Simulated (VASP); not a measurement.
# KCl (Sylvite) (Fm-3m) in VASP: further runs, part 2 of 2

VASP 6.6.1. The steps go on from the part before.

## (3) Relaxation of cell and atoms, PBEsol, target pressure 30 GPa, at which the enthalpy is minimised

Contents of INCAR:

```
PREC     = Accurate       # precision mode
ENCUT    = 600            # plane-wave cutoff, eV
EDIFF    = 1E-6           # SCF threshold, eV
ISMEAR   = -1             # smearing method
SIGMA    = 0.05           # smearing width, eV
LREAL    = F              # projectors in reciprocal space
LASPH    = T              # aspherical terms in the spheres
NELM     = 60             # most SCF steps
ALGO     = Normal         # electronic algorithm
ISIF     = 3              # what is computed and relaxed
LWAVE    = F              # write WAVECAR
LCHARG   = F              # write CHGCAR
GGA      = PS             # functional
IBRION   = 2              # ionic algorithm
NSW      = 80             # ionic steps
EDIFFG   = -0.02          # ionic threshold
PSTRESS  = 300.0
```

Contents of KPOINTS:

```
regular mesh
0
Gamma
  7 7 7
```

Contents of POSCAR:

```
KCl
1.0
    0.0000000000      3.1464700000      3.1464700000
    3.1464700000      0.0000000000      3.1464700000
    3.1464700000      3.1464700000      0.0000000000
K Cl
1 1
Direct
    0.0000000000      0.0000000000      0.0000000000
    0.5000000000      0.5000000000      0.5000000000
```

Potentials or basis: VASP PAW PBE potentials, release 64 (K_sv, Cl).

The run is started by

```bash
cat potpaw_PBE.64/K_sv/POTCAR potpaw_PBE.64/Cl/POTCAR > POTCAR
mpirun -np 1 vasp_std > vasp.out
```

OUTCAR:

```text
PREC = Accurate
   ENCUT = 600
   EDIFF = 1E-6
   ISMEAR = -1
   LREAL = F
   LASPH = T
   NELM = 60
   ISIF = 3
   GGA = PS
   IBRION = 2
   NSW = 80
   EDIFFG = -0.02
   PSTRESS = 300.0

 ion  position               nearest neighbor table
   1  0.000  0.000  0.000-   2 3.15   2 3.15   2 3.15   2 3.15   2 3.15   2 3.15
   2  0.500  0.500  0.500-   1 3.15   1 3.15   1 3.15   1 3.15   1 3.15   1 3.15

  LATTYP: Found a face centered cubic cell.
 ALAT       =     6.2929400000

  Lattice vectors:

 A1 = (   0.0000000000,   3.1464700000,   3.1464700000)
 A2 = (   3.1464700000,   0.0000000000,   3.1464700000)
 A3 = (   3.1464700000,   3.1464700000,   0.0000000000)

Analysis of symmetry for initial positions (statically):
=====================================================================
 Subroutine PRICEL returns:
 Original cell was already a primitive cell.

 Routine SETGRP: Setting up the symmetry group for a
 face centered cubic supercell.

 Subroutine GETGRP returns: Found 48 space group operations
 (whereof 48 operations were pure point group operations)
 out of a pool of 48 trial point group operations.

The static configuration has the point symmetry O_h .

Analysis of symmetry for dynamics (positions and initial velocities):
=====================================================================
 Subroutine PRICEL returns:
 Original cell was already a primitive cell.

 Routine SETGRP: Setting up the symmetry group for a
 face centered cubic supercell.

 Subroutine GETGRP returns: Found 48 space group operations
 (whereof 48 operations were pure point group operations)
 out of a pool of 48 trial point group operations.

The dynamic configuration has the point symmetry O_h .

 Subroutine INISYM returns: Found 48 space group operations
 (whereof 48 operations are pure point group operations),
 and found     1 'primitive' translations

----------------------------------------------------------------------------------------

                                     Primitive cell

[... 74 lines left out ...]
   NGXF,Y,Z  is equivalent  to a cutoff of  26.90, 26.90, 26.90 a.u.
 SYSTEM =  unknown system
   PREC   = accura    normal or accurate (medium, high low for compatibility)
   ISTART =      0    job   : 0-new  1-cont  2-samecut
   ICHARG =      2    charge: 1-file 2-atom 10-const
   ISPIN  =      1    spin polarized calculation?
   LNONCOLLINEAR =      F non collinear calculations
   LSORBIT =      F    spin-orbit coupling
   LASPH  =      T    aspherical Exc in radial PAW
   ENCUT  =  600.0 eV  44.10 Ry    6.64 a.u.   8.89  8.89  8.89*2*pi/ulx,y,z
   NELM   =     60;   NELMIN=  2; NELMDL= -5     # of ELM steps
   EDIFF  = 0.1E-05   stopping-criterion for ELM
   LREAL  =      F    real-space projection
   EDIFFG = -.2E-01   stopping-criterion for IOM
   NSW    =     80    number of steps for IOM
   IBRION =      2    ionic relax: 0-MD 1-quasi-New 2-CG
   NFREE  =      1    steps in history (QN), initial steepest desc. (CG)
   ISIF   =      3    stress and relaxation
   ISYM   =      2    0-nonsym 1-usesym 2-fastsym
   POTIM  = 0.5000    time-step for ionic-motion
   TEBEG  =    0.0;   TEEND  =   0.0 temperature during run
   PSTRESS=  300.0 pullay stress
   NELECT =      16.0000    total number of electrons
   NUPDOWN=      -1.0000    fix difference up-down
   EMIN   =  10.00;   EMAX   =-10.00  energy-range for DOS
   EFERMI =   0.00;   METHOD = LEGACY
   ISMEAR =    -1;   SIGMA  =   0.05  broadening in eV -4-tet -1-fermi 0-gaus
   EFERMI_NEDOS =   21; number of points for ismear=-14 and -15
   IALGO  =     38    algorithm
   IMIX   =      4    mixing-type and parameters
     AMIX     =   0.40;   BMIX     =  1.00
     AMIX_MAG =   1.60;   BMIX_MAG =  1.00
  volume/ion in A,a.u.               =      31.15       210.22
  Fermi-wavevector in a.u.,A,eV,Ry     =   1.040594  1.966437 14.732871  1.082835
  Thomas-Fermi vector in A             =   2.175177
   LORBIT       =      0    0 simple, 1 ext, 2 COOP (PROOUT), +10 PAW based schemes
   GGA     = PS    functional components
   LHFCALC =     F    Hartree Fock is set to
   AEXX    =    0.0000 exact exchange contribution
   IVDW    =     0    specifies the selected vdW correction
   LEPSILON=     F    determine dielectric tensor
   LRPA    =     F    only Hartree local field effects (RPA)
 conjugate gradient relaxation of ions
 non-spin polarized calculation
  energy-cutoff  :      600.00
  volume of cell :       62.30
 maximum number of plane-waves:      2102
   NGX = 17   NGY = 17   NGZ = 17

--------------------------------------- Ionic step        1  -------------------------------------------

 number of electron      16.0000001 magnetization

 Free energy of the ion-electron system (eV)
  ---------------------------------------------------
  ext. energy  EPLUGINS =         0.00000000
  ---------------------------------------------------
  free energy    TOTEN  =        -7.02212166 eV

  energy without entropy =       -7.02212166  energy(sigma->0) =       -7.02212166

 E-fermi :  -0.8552     XC(G=0):  -7.7202

 val. band max:       -1.9060843191   @ k =   0.0000   0.0000   0.0000
 cond. band min:       3.1168789871   @ k =   0.0000   0.0000   0.0000
 fundamental gap:      5.0229633062
 Fermi energy:        -0.8551715818
[... 756 lines left out ...]
--------------------------------------- Ionic step        5  -------------------------------------------

 number of electron      15.9999999 magnetization

 Free energy of the ion-electron system (eV)
  ---------------------------------------------------
  ext. energy  EPLUGINS =         0.00000000
  ---------------------------------------------------
  free energy    TOTEN  =        -5.65475923 eV

  energy without entropy =       -5.65475923  energy(sigma->0) =       -5.65475923

 E-fermi :   2.1974     XC(G=0): -10.0960

 val. band max:        1.0892639327   @ k =   0.0000   0.0000   0.0000
 cond. band min:       6.3005033302   @ k =   0.4286   0.4286   0.0000
 fundamental gap:      5.2112393975
 Fermi energy:         2.1973750276
[... 331 lines left out ...]
  energy  without entropy=       -5.6547592294  energy(sigma->0) =       -5.65475923

  enthalpy is  TOTEN    =         1.3829545916 eV   P V=        7.0377138210

 reached required accuracy - stopping structural energy minimisation
```

It took 83 s on 1 thread of Intel Xeon Platinum 8259CL at 2.50GHz (Skylake/Cascade Lake), shared host; peak memory 0.22 GiB.

What came out:

```yaml
Free_energy: -5.6548 eV
Relaxed_volume: 18.79 Å³/atom
Relaxed_cell: a = 3.760 Å, b = 3.760 Å, c = 3.760 Å, α = 60.00°, β = 60.00°, γ = 60.00°
Space_group_after_relaxing_to_0.05_Å: Fm-3m (No. 225)
Energy_change_on_relaxing_the_enthalpy_is_what_falls: +683.7 meV/atom
Ionic_steps: 5
Pressure_after_relaxing: 30.1 GPa
Band_gap_on_the_k_mesh: 5.21 eV, indirect (least direct gap 5.42 eV)
```

The path:
```csv
step,energy change (eV),largest force (eV/Å),pressure (GPa),volume (Å³)
1,0.0000,0.0000,-0.34,62.30
2,9.3422,0.0000,196.52,22.82
3,1.0010,0.0000,23.02,39.81
4,1.2137,0.0000,27.12,38.45
5,1.3674,0.0000,30.08,37.59
```

Final structure:
```xyz
2
Lattice="0.0000 2.6587 2.6587 2.6587 0.0000 2.6587 2.6587 2.6587 0.0000" Properties=species:S:1:pos:R:3 pbc="T T T"
K     0.0000    0.0000    0.0000
Cl    2.6587    2.6587    2.6587
```

Levels at points of the mesh, in eV from the valence-band top:
| k point | band 4 | band 5 | band 6 | band 7 | band 8 | band 9 | band 10 | band 11 | band 12 |
| --- | --- | --- | --- | --- | --- | --- | --- | --- | --- |
| (0.00, 0.00, 0.00) | -9.84 | -9.84 | 0.00 | 0.00 | 0.00 | 7.27 | 7.85 | 7.85 | 7.85 |

Caveat: the cell is relaxed towards a set pressure, so the enthalpy falls and the energy may rise; the volume moved by over 15 % at a fixed basis, so the end points are rough; the PAW data sets were made with another functional, which shifts forces and pressure a little. PBEsol gaps usually lie below the measured ones, often by a third to a half.

## (4) Single point, BLYP+D4

Contents of INCAR:

```
SYSTEM = KCl
AGGAC = 1.0
AGGAX = 1.0
ALDAC = 0.0
ALDAX = 1.0
ALGO = Normal
EDIFF = 1E-6
ENCUT = 520
GGA = B5
ISIF = 2
ISMEAR = -5
IVDW = 13
LASPH = .True.
LCHARG = .False.
LREAL = .False.
LWAVE = .False.
NBANDS = 15
NELM = 100
PREC = Accurate
SIGMA = 0.1
VDW_A1 = 0.44488865
VDW_A2 = 4.0933009
VDW_S6 = 1.0
VDW_S8 = 2.34076671
```

Contents of KPOINTS:

```
k-points
0
Gamma
  7 7 7
  0 0 0
```

Contents of POSCAR:

```
KCl
1.0
    4.4497805500      0.0000000000      0.0000000000
    2.2248902750      3.8536229976      0.0000000000
    2.2248902750      1.2845409992      3.6332306050
K Cl
1 1
Direct
    0.0000000000      0.0000000000      0.0000000000
    0.5000000000      0.5000000000      0.5000000000
```

Potentials or basis: VASP PAW PBE potentials, release 64 (K_sv, Cl).

The run is started by

```bash
cat potpaw_PBE.64/K_sv/POTCAR potpaw_PBE.64/Cl/POTCAR > POTCAR
mpirun -np 1 vasp_std > vasp.out
```

OUTCAR:

```text
SYSTEM = KCl
   EDIFF = 1E-6
   ENCUT = 520
   GGA = B5
   ISIF = 2
   ISMEAR = -5
   IVDW = 13
   LASPH = .True.
   LREAL = .False.
   NELM = 100
   PREC = Accurate

 ion  position               nearest neighbor table
   1  0.000  0.000  0.000-   2 3.15   2 3.15   2 3.15   2 3.15   2 3.15   2 3.15
   2  0.500  0.500  0.500-   1 3.15   1 3.15   1 3.15   1 3.15   1 3.15   1 3.15

  LATTYP: Found a face centered cubic cell.
 ALAT       =     6.2929400034

  Lattice vectors:

 A1 = (   4.4497805500,   0.0000000000,   0.0000000000)
 A2 = (   2.2248902750,   3.8536229976,   0.0000000000)
 A3 = (   2.2248902750,   1.2845409992,   3.6332306050)

Analysis of symmetry for initial positions (statically):
=====================================================================
 Subroutine PRICEL returns:
 Original cell was already a primitive cell.

 Routine SETGRP: Setting up the symmetry group for a
 face centered cubic supercell.

 Subroutine GETGRP returns: Found 48 space group operations
 (whereof 48 operations were pure point group operations)
 out of a pool of 48 trial point group operations.

The static configuration has the point symmetry O_h .

Analysis of symmetry for dynamics (positions and initial velocities):
=====================================================================
 Subroutine PRICEL returns:
 Original cell was already a primitive cell.

 Routine SETGRP: Setting up the symmetry group for a
 face centered cubic supercell.

 Subroutine GETGRP returns: Found 48 space group operations
 (whereof 48 operations were pure point group operations)
 out of a pool of 48 trial point group operations.

The dynamic configuration has the point symmetry O_h .

 Subroutine INISYM returns: Found 48 space group operations
 (whereof 48 operations are pure point group operations),
 and found     1 'primitive' translations

----------------------------------------------------------------------------------------

[... 118 lines left out ...]
   LEPSILON=     F    determine dielectric tensor
   LRPA    =     F    only Hartree local field effects (RPA)
 non-spin polarized calculation
 Fermi weights with tetrahedron method with Bloechl corrections
  energy-cutoff  :      520.00
  volume of cell :       62.30
 maximum number of plane-waves:      1693
 NGX is ok and might be reduce to    36
   NGX = 17   NGY = 17   NGZ = 17

 number of electron      16.0000001 magnetization

 Free energy of the ion-electron system (eV)
  ---------------------------------------------------
  ext. energy  EPLUGINS =         0.00000000
  ---------------------------------------------------
  free energy    TOTEN  =        -6.43375403 eV

  energy without entropy =       -6.43375403  energy(sigma->0) =       -6.43375403

 E-fermi :  -1.5349     XC(G=0):  -7.2799

 val. band max:       -1.5725426411   @ k =   0.0000   0.0000   0.0000
 cond. band min:       3.6117284375   @ k =   0.0000   0.0000   0.0000
 fundamental gap:      5.1842710785
 Fermi energy:        -1.5348918038

 k-point     1 :       0.0000    0.0000    0.0000
  band No.  band energies     occupation
      1     -28.7555      2.00000
      2     -13.6687      2.00000
      3     -12.2912      2.00000
      4     -12.2912      2.00000
      5     -12.2912      2.00000
      6      -1.5725      2.00000
      7      -1.5725      2.00000
      8      -1.5725      2.00000
      9       3.6117      0.00000
     10       6.7278      0.00000
     11       6.7278      0.00000
     12       6.7278      0.00000
     13       7.6022      0.00000
     14       7.6022      0.00000
[... 329 lines left out ...]
      2     -13.6882      2.00000
      3     -12.3957      2.00000
      4     -12.3598      2.00000
      5     -12.1931      2.00000
      6      -2.1540      2.00000
      7      -2.0738      2.00000
      8      -1.9365      2.00000
      9       6.1603      0.00000
     10       6.8674      0.00000
     11       7.8640      0.00000
     12       8.2504      0.00000
     13       9.6872      0.00000
     14       9.8053      0.00000
     15      10.6783      0.00000

------------------------ aborting loop because EDIFF is reached ----------------------------------------

  DFT-D4 for vdW energy calculation

  Edisp (eV):   -0.37829

  FORCE on cell =-STRESS in cart. coord.  units (eV):
  Direction    XX          YY          ZZ          XY          YZ          ZX
  --------------------------------------------------------------------------------------
  -------------------------------------------------------------------------------------
  Total       0.15520     0.15520     0.15520     0.00000    -0.00000    -0.00000
  in kB       3.99114     3.99114     3.99114     0.00000    -0.00000    -0.00000
  external pressure =        3.99 kB  Pullay stress =        0.00 kB

 VOLUME and BASIS-vectors are now :
 -----------------------------------------------------------------------------
  energy-cutoff  :      520.00
  volume of cell :       62.30
      direct lattice vectors                 reciprocal lattice vectors
     4.449780550  0.000000000  0.000000000     0.224730184 -0.129748032 -0.091745713
     2.224890275  3.853622998  0.000000000     0.000000000  0.259496064 -0.091745713
     2.224890275  1.284540999  3.633230605     0.000000000  0.000000000  0.275237140

 POSITION                                       TOTAL-FORCE (eV/Angst)
 -----------------------------------------------------------------------------------
      0.00000      0.00000      0.00000         0.000000     -0.000000      0.000000
      4.44978      2.56908      1.81662        -0.000000      0.000000      0.000000
 -----------------------------------------------------------------------------------
    total drift:                                0.000000      0.000000      0.000000

  FREE ENERGIE OF THE ION-ELECTRON SYSTEM (eV)
  ---------------------------------------------------
  free  energy   TOTEN  =        -6.8120459722 eV

  energy  without entropy=       -6.8120459722  energy(sigma->0) =       -6.81204597
```

It took 69 s on 1 thread of AMD EPYC 7R13, shared host; peak memory 0.17 GiB.

Results:

```
Free energy                : -6.8120 eV
Pressure                   : 0.4 GPa
Band gap on the k mesh     : 5.18 eV, direct
Dispersion energy per atom : -0.189 eV
```

Caveat: the PAW data sets were made with another functional, which shifts forces and pressure a little.

## (5) Single point, LDA (volume scaled by 0.94)

Contents of INCAR:

```
PREC = Accurate
ENCUT = 520
EDIFF = 1E-6
ISMEAR = -1
SIGMA = 0.05
LREAL = F
LASPH = T
NELM = 60
ALGO = Normal
ISIF = 2
LWAVE = F
LCHARG = T
GGA = CA
LELF = T
LVHAR = T
NBANDS = 15
```

Contents of KPOINTS:

```
regular mesh
0
Gamma
  7 7 7
```

Contents of POSCAR:

```
KCl
1.0
    0.0000000000      3.0822383035      3.0822383035
    3.0822383035      0.0000000000      3.0822383035
    3.0822383035      3.0822383035      0.0000000000
K Cl
1 1
Direct
    0.0000000000      0.0000000000      0.0000000000
    0.5000000000      0.5000000000      0.5000000000
```

Potentials or basis: VASP PAW LDA potentials, release 64 (K_sv, Cl).

The run is started by

```bash
cat potpaw_LDA.64/K_sv/POTCAR potpaw_LDA.64/Cl/POTCAR > POTCAR
mpirun -np 1 vasp_std > vasp.out
```

It took 13 s on 1 thread of AMD EPYC 7R13 (Zen 3), shared host; peak memory 0.13 GiB.

It converged, with:

```
Free energy            : -7.4021 eV
Pressure               : -0.9 GPa
Band gap on the k mesh : 4.96 eV, direct
```

Levels at points of the mesh, in eV from the valence-band top:
| k point | band 5 | band 6 | band 7 | band 8 | band 9 | band 10 | band 11 | band 12 |
| --- | --- | --- | --- | --- | --- | --- | --- | --- |
| (0.00, 0.00, 0.00) | -10.39 | 0.00 | 0.00 | 0.00 | 4.96 | 8.11 | 8.11 | 8.11 |

Caveat: the cell differs from its parent crystal (volume scaled by 0.94).

## (6) Summary

| task | level | potentials or basis | cell | cutoff (eV) | smearing | gap on the mesh (eV) | pressure (GPa) |
| --- | --- | --- | --- | --- | --- | --- | --- |
| relaxation of cell and atoms | PBEsol | VASP PAW PBE potentials, release 64 (K_sv, Cl) | relaxed to 20 GPa from a = 4.450 Å, angles 60.0°, 2 atoms | 600 | fermi-dirac 0.05 eV | 5.56 | 19.9 |
| relaxation of cell and atoms | PBEsol | VASP PAW PBE potentials, release 64 (K_sv, Cl) | relaxed to 30 GPa from a = 4.450 Å, angles 60.0°, 2 atoms | 600 | fermi-dirac 0.05 eV | 5.21 | 30.1 |
| single point | BLYP+D4 | VASP PAW PBE potentials, release 64 (K_sv, Cl) | a = 4.450 Å, angles 60.0°, 2 atoms | 520 | tetrahedron | 5.18 | 0.4 |
| single point | LDA | VASP PAW LDA potentials, release 64 (K_sv, Cl) | a = 4.359 Å, angles 60.0°, 2 atoms | 520 | fermi-dirac 0.05 eV | 4.96 | -0.9 |

Alike in all rows: no spin polarisation; k mesh 7 × 7 × 7.

Caveats: the PAW data sets were made with another functional, which shifts forces and pressure a little (some runs); the cell is relaxed towards a set pressure, so the enthalpy falls and the energy may rise (some runs); the volume moved by over 15 % at a fixed basis, so the end points are rough (some runs).

Total energies depend on the potentials used, so only differences within one code and one set of settings carry meaning.

## (7) How close it comes

Step 4. Measured gap of KCl: 8.68 eV (a printed reference work, monograph). This calculation gives 5.18 eV (-3.50 eV). The value is that of BLYP+D4 on a finite k mesh, which can miss the band edges, without temperature or zero-point motion. Semilocal functionals fall short of measured gaps as a rule.
